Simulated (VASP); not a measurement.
Set up this calculation in VASP 6.6.1, as an ASE script.

```
Task                   : single point
Functional             : RPBE
Potentials or basis    : VASP PAW PBE potentials, release 64 (Ni_GW, Si_GW)
Cutoff                 : 550 eV
k mesh                 : 9 × 9 × 9
Occupations            : gaussian, width 0.02 eV
Spin                   : collinear spin, ferromagnetic start
Starting moments       : [1.0, 0.0, 0.0] μB
Further INCAR settings : ALGO = Normal; EDIFF = 1.00e-06
```

The structure of Si2Ni lies in Si2Ni.xyz:

```xyz
3
Lattice="0.0000000000 2.7030000000 2.7030000000 2.7030000000 0.0000000000 2.7030000000 2.7030000000 2.7030000000 0.0000000000" Properties=species:S:1:pos:R:3 pbc="T T T"
Ni     0.0000000000      0.0000000000      0.0000000000
Si     4.0545000000      4.0545000000      4.0545000000
Si     1.3515000000      1.3515000000      1.3515000000
```

The input as run:

run.py

```python
from ase.calculators.vasp import Vasp
from ase.dft.bandgap import bandgap
from ase.io import read

atoms = read('Si2Ni.xyz')
atoms.set_initial_magnetic_moments([1.0, 0.0, 0.0])
calc = Vasp(
    directory='calc',
    xc='rpbe',
    pp='PBE',
    setups={'base': 'minimal', 'Ni': '_GW', 'Si': '_GW'},
    prec='Accurate',
    encut=550,
    ediff=1e-06,
    ismear=0,
    sigma=0.02,
    lreal=False,
    lasph=True,
    nelm=120,
    algo='Normal',
    isif=2,
    lwave=False,
    lcharg=False,
    ispin=2,
    lorbit=11,
    lmaxmix=4,
    kpts=[9, 9, 9],
    gamma=True,
)
atoms.calc = calc

print('energy (eV):', atoms.get_potential_energy())
print('free energy (eV):', atoms.get_potential_energy(force_consistent=True))
print('forces (eV/A):')
print(atoms.get_forces())
print('stress (eV/A^3, Voigt):', atoms.get_stress())
print('Fermi level (eV):', calc.get_fermi_level())
print('moment (muB):', atoms.get_magnetic_moment())
print('site moments (muB):', atoms.get_magnetic_moments())
gap, top, bottom = bandgap(calc)
print('band gap (eV):', gap, 'from (spin, k, band)', top, 'to', bottom)
```

Potentials or basis: VASP PAW PBE potentials, release 64 (Ni_GW, Si_GW).

Command:

```sh
$ python run.py
```

It gave:

```yaml
Pressure: 6.2 GPa
Band_gap_on_the_k_mesh: none (metal or under the smearing width)
Net_moment: 0.00 μB per cell
Valence_electrons_inside_the_program's_atomic_spheres: Ni 9.71; Si 1.67
```

Caveat: the PAW data sets were made with another functional, which shifts forces and pressure a little.

Wall time 84 s on 1 thread of AMD EPYC 7R43 64-Core Processor (Zen 3), with other jobs on the host, peak memory 0.19 GiB.
